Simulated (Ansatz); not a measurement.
Calculated with Ansatz (gas phase, PBE0-D4/def2-TZVP geometries, no zero-point term in ΔE). CBS: MP2 limit from def2 TZ/QZ plus the TZ coupled-cluster correction, frozen cores. This one scheme is used for every species. DFT in def2-TZVPP. B3LYP here is the variant with VWN-RPA as its local correlation; programs differ in this. No spin–orbit coupling; open shells (•) take unrestricted orbitals. One conformer a species, not always the lowest.

Reaction (hydrogen abstraction from the O–H bond): `CO[SiH](O)Cl` + `F[C](F)F`• → `CO[SiH]([O])Cl`• + `FC(F)F`

`CO[SiH](O)Cl`:

```xyz
10

C     1.637    0.129    0.040
O     0.346    0.489   -0.400
Si   -1.064    0.010    0.247
O    -2.279    0.487   -0.713
Cl   -1.017   -2.039    0.437
H     1.762   -0.958    0.052
H     2.361    0.561   -0.652
H     1.837    0.519    1.043
H    -1.318    0.576    1.581
H    -2.265    0.226   -1.636
```

`F[C](F)F`•:

Z-matrix (Å, degrees):
```
C
F 1 1.313
F 1 1.313 2 111.4
F 1 1.313 2 111.4 3 125.1
```

`CO[SiH]([O])Cl`•:

Z-matrix (Å, degrees):
```
C
O 1 1.413
H 1 1.090 2 108.2
H 1 1.095 2 111.8 3 119.8
H 1 1.093 2 110.2 3 -119.0
Si 2 1.615 1 126.1 3 -150.2
Cl 6 2.043 2 113.7 1 -89.7
O 6 1.650 2 110.0 1 159.7
H 6 1.477 2 109.8 1 33.4
```

`FC(F)F`:

Cartesian coordinates in Å:
```
F -0.086 -0.820 1.020
C 0.022 -0.031 -0.047
F -1.183 0.456 -0.337
F 0.826 0.986 0.259
H 0.421 -0.591 -0.895
```

CCSD(T)/CBS gives +71.4 kJ/mol.

(1) Another level gave +70.0 kJ/mol. Which?
A. B3LYP/def2-TZVPP
B. MP2/def2-TZVPP
C. r2SCAN/def2-TZVPP
D. HF/def2-TZVPP

Largest T1 diagnostic among the species: 0.015.

Results:

(1) C. r2SCAN 70.0, B3LYP 61.2, HF/def2-TZVPP 22.3, MP2/def2-TZVPP 91.3 kJ/mol.

In def2-TZVPP, CCSD(T) changes the Hartree–Fock value by +42.5 kJ/mol (the triples alone add +4.2 kJ/mol) and MP2 by +69.0 kJ/mol.

CCSD(T)/CBS has its own doubt, a few kJ/mol and more with outer-core shells, so smaller differences from it don't rank the levels.
